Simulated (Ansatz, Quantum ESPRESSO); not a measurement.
## CdS (001), wurtzite: biaxial strain and the free axis

A thin film takes the in-plane lattice of its substrate and is free along the normal. How do the free axis and the stress follow the misfit? The strained cell has c along the film normal; unstrained it is a = 4.1227 Å, b = 4.1227 Å, c = 6.7063 Å, α = 90.00°, β = 90.00°, γ = 120.00°, with 4 atoms.

Calculated with Quantum ESPRESSO 7.5, PBEsol, GBRV 1.5 ultrasoft potentials, cutoff 680 eV, Fermi–Dirac smearing 0.02 eV, k-mesh 8×8×4, no spin polarisation, no spin-orbit coupling.

Relaxed positions at 0 %:

```
atom       x       y       z
  Cd  0.3333  0.6667  0.0000
  Cd  0.6667  0.3333  0.5000
   S  0.6667  0.3333  0.1234
   S  0.3333  0.6667  0.6234
```

| ε∥ (%) | a (Å) | c (Å) | ε⊥ (%) | σ (GPa, tension positive) |
| --- | --- | --- | --- | --- |
| −3 | 3.9991 | 6.9054 | 2.970 | −2.89 |
| −2 | 4.0403 | 6.8401 | 1.995 | −1.91 |
| −1 | 4.0815 | 6.7741 | 1.011 | −0.94 |
| 0 | 4.1227 | 6.7063 | 0.000 | −0.01 |
| 2 | 4.2052 | 6.5708 | −2.020 | 1.81 |
| 3 | 4.2464 | 6.4998 | −3.079 | 2.65 |

**Question.** Fit both responses and give the free strain and the stress at +1 %, a row left out above.

Least squares with y = y0 + y1 ε + y2 ε² (ε in %) gives ε⊥ = 0.008 + (−1.0069) ε + (−0.0067) ε² and σ = 0.00 + (0.925) ε + (−0.013) ε² GPa. The linear terms put the ratio of free to applied strain at −1.007 and the biaxial modulus at 93 GPa.

At +1 % the free strain comes out as −1.005 %. The run itself gives −0.991 %, so the estimate misses by 0.014 %; the fitted rows themselves lie up to 0.012 % off the law.

The stress comes out as 0.91 GPa. The run itself gives 0.93 GPa, so the estimate misses by 0.02 GPa; the fitted rows themselves lie up to 0.01 GPa off the law.

With c as the unique axis, zero normal stress gives ε⊥/ε∥ = −2C13/C33 for relaxed atoms, so 2C13/C33 is about 1.01.

The same fit over all rows at other levels or in other programs gives the strain ratio = −0.950 with PBEsol (Ansatz).

[Logs are printed without paths, hosts, clocks, repeated set-up lines and the standing remarks that a program may print on its own settings, such as how far it seeks lower states.]
